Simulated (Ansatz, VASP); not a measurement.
# AlN in VASP and in Ansatz

File INCAR:

```
PREC     = Accurate       # precision mode
ENCUT    = 520            # plane-wave cutoff, eV
EDIFF    = 1E-7           # SCF threshold, eV
ISMEAR   = 0              # smearing method
SIGMA    = 0.05           # smearing width, eV
LREAL    = F              # projectors in reciprocal space
LASPH    = T              # aspherical terms in the spheres
NELM     = 100            # most SCF steps
ALGO     = Normal         # electronic algorithm
ISIF     = 2              # what is computed and relaxed
LWAVE    = F              # write WAVECAR
LCHARG   = T              # write CHGCAR
GGA      = PE             # functional
LELF     = T              # ELF
LVHAR    = T            
NBANDS   = 11             # bands
```

The input KPOINTS:

```
regular mesh
0
Gamma
  10 10 10
```

POSCAR

```
AlN
1.0
    0.0000000000      2.2015871044      2.2015871044
    2.2015871044      0.0000000000      2.2015871044
    2.2015871044      2.2015871044      0.0000000000
Al N
1 1
Direct
    0.0000000000      0.0000000000      0.0000000000
    0.7216113889      0.7783886111      0.7783886111
```

Input for Ansatz:

```yaml
crystal:
  lattice:
    - [0.0, 2.2015871006, 2.2015871006]
    - [2.2015871006, 0.0, 2.2015871006]
    - [2.2015871006, 2.2015871006, 0.0]
  atoms:
    - { symbol: Al, position: [0.0, 0.0, 0.0] }
    - { symbol: "N", position: [0.7216113889, 0.7783886111, 0.7783886111] }
basis:
  ecutwfc: 420
kpoints:
  mp_grid: { grid: [10, 10, 10] }
hamiltonian:
  xc: pbe
scf:
  occupations: { method: gaussian, width: 0.05 }
output:
  forces: true
  stress: true
  eigenvalues: true
  write_density: true
  write_potential: true
  elf: true
  volumetric_format: npy
```

Change from the starting cell: all N atoms moved +0.125 Å, as atom 2 along Cartesian [1 0 0].

Alike in both runs: task single point; functional PBE; k mesh 10 × 10 × 10; occupations gaussian, width 0.05 eV; no spin polarisation.

|  | VASP | Ansatz |
| --- | --- | --- |
| version | VASP 6.6.1 | Ansatz 0.2.0 |
| potentials or method | VASP PAW PBE potentials, release 64 (Al, N) | scalar-relativistic, plane waves, PAW |
| plane-wave cutoff (eV) | 520 | 420 |
| valence electrons in the cell | 8 | 8 |

Ansatz gave:

```
gap on the k mesh at the Fermi level (eV)       : 2.99
least direct gap on the mesh (eV)               : 3.64
pressure (GPa)                                  : 1.8
largest component of the traceless stress (GPa) : 7.67
rms of the force components (eV/Å)              : 0.970
```

Q: What did VASP give for the same quantities?

A: gap on the k mesh at the Fermi level (eV): 2.98; least direct gap on the mesh (eV): 3.65; pressure (GPa): 1.5; largest component of the traceless stress (GPa): 7.71; rms of the force components (eV/Å): 0.973.

Atom by atom the forces differ by 0.003 eV/Å (rms over components). The functional is the same, so the differences come from potentials, cutoffs and numerics.

Caveats: forces of over 1 eV/Å show positions far from the minimum, so gaps and moduli don't describe the material at rest. A k mesh can miss the band edges.
